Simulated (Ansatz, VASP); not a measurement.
## Two plane-wave programs on AlRu

File INCAR:

```
ALGO = Normal ; EDIFF = 1E-6
ENCUT = 520 ; GGA = PE
ISIF = 2 ; ISMEAR = -1
LASPH = True ; LCHARG = False
LREAL = False ; LWAVE = False
NBANDS = 16 ; NELM = 60
PREC = Accurate ; SIGMA = 0.1
```

The input KPOINTS:

```
k-points
0
Gamma
  11 11 11
```

Contents of POSCAR:

```
AlRu
1.0
    3.0327030000      0.0000000000      0.0000000000
    0.0000000000      3.0327030000      0.0000000000
    0.0000000000      0.0000000000      3.0327030000
Ru Al
1 1
Direct
    0.5000000000      0.5000000000      0.5000000000
    0.0000000000      0.0000000000      0.0000000000
```

Input for Ansatz:

```yaml
crystal:
  lattice:
    - [3.032703, 0.0, 0.0]
    - [0.0, 3.032703, 0.0]
    - [0.0, 0.0, 3.032703]
  atoms:
    - { symbol: Ru, position: [0.5, 0.5, 0.5] }
    - { symbol: Al, position: [0.0, 0.0, 0.0] }
  symmetry: { tolerance: 0.0003 }
kpoints:
  mp_grid: { grid: [11, 11, 11], shift: [0, 0, 0] }
  band_path:
    path:
      - [0.0, 0.0, 0.0]
      - [0.0, 0.5, 0.0]
      - [0.5, 0.5, 0.0]
      - [0.0, 0.0, 0.0]
      - [0.5, 0.5, 0.5]
      - [0.0, 0.5, 0.0]
      - [0.5, 0.5, 0.5]
      - [0.5, 0.5, 0.0]
    npoints: 8
magnetization:
  spin_polarized: false
scf:
  occupations: { method: fermi_dirac }
  lower_state_search: "off"
  max_iter: 200
hamiltonian:
  pseudopotentials: { kind: paw }
  xc: pbe
basis:
  ecutwfc: 420
  fft_grid_basis: typed
output:
  forces: true
  stress: true
  eigenvalues: true
  bader: true
  populations: true
  elf: true
  write_potential: true
  volumetric_format: npy
  dos:
    e_range: [-12, 8]
    de: 0.05
    projected: { site_lists: { Al: [Al], Ru: [Ru] } }
checkpoint:
  read: saved_state
```

Alike in both runs: task single point; functional PBE; k mesh 11 × 11 × 11; no spin polarisation.

```csv
,VASP,Ansatz
version,VASP 6.6.1,Ansatz 0.2.0
potentials or method,"VASP PAW PBE potentials, release 64 (Ru_pv, Al)",PAW plane waves
plane-wave cutoff (eV),520,420
occupations,"fermi-dirac, width 0.1 eV",fermi-dirac
valence electrons in the cell,17,19
```

|  | VASP | Ansatz | Ansatz less VASP |
| --- | --- | --- | --- |
| pressure (GPa) | -5.3 | -5.2 | +0.05 |

The two sets of potentials don't hold the same shells in valence.
